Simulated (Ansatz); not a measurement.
The system is V.

```
CELL_PARAMETERS angstrom
-1.51435 1.51435 1.51435
1.51435 -1.51435 1.51435
1.51435 1.51435 -1.51435
ATOMIC_POSITIONS crystal
V 0.00000 0.00000 0.00000
```

- Program: Ansatz 0.2.0
- Task: relaxation of cell and atoms
- Functional: PBE
- Dispersion: D3(BJ)
- Potentials or basis: all-electron LAPW, scalar-relativistic
- Basis error allowed: 0.001 eV/atom
- k mesh: 12 × 12 × 12
- Occupations: fermi-dirac, width 0.05 eV
- Spin: collinear spin, ferromagnetic start
- Starting moments: [2.0] μB

At the start: volume 13.89 Å³/atom.

Question: Where does the relaxation end?

Answer: Over 5 steps the energy falls by 46.8 meV/atom and the volume is 12.83 Å³/atom (-7.6 %); space group Im-3m (No. 229, to 0.05 Å); moment 0.00 μB per cell.

The path:
| step | energy change (eV) | largest force (eV/Å) | volume (Å³) |
| --- | --- | --- | --- |
| 1 | 0.0000 | 0.0000 | 13.89 |
| 2 | -0.0457 | 0.0000 | 12.68 |
| 3 | -0.0468 | 0.0000 | 12.85 |
| 4 | -0.0468 | 0.0000 | 12.83 |
| 5 | -0.0468 | 0.0000 | 12.83 |

Final structure:
```xyz
1
Lattice="-1.4748 1.4748 1.4748 1.4748 -1.4748 1.4748 1.4748 1.4748 -1.4748" Properties=species:S:1:pos:R:3 pbc="T T T"
V     0.0000    0.0000    0.0000
```

Caveat: the starting moments weren't kept.
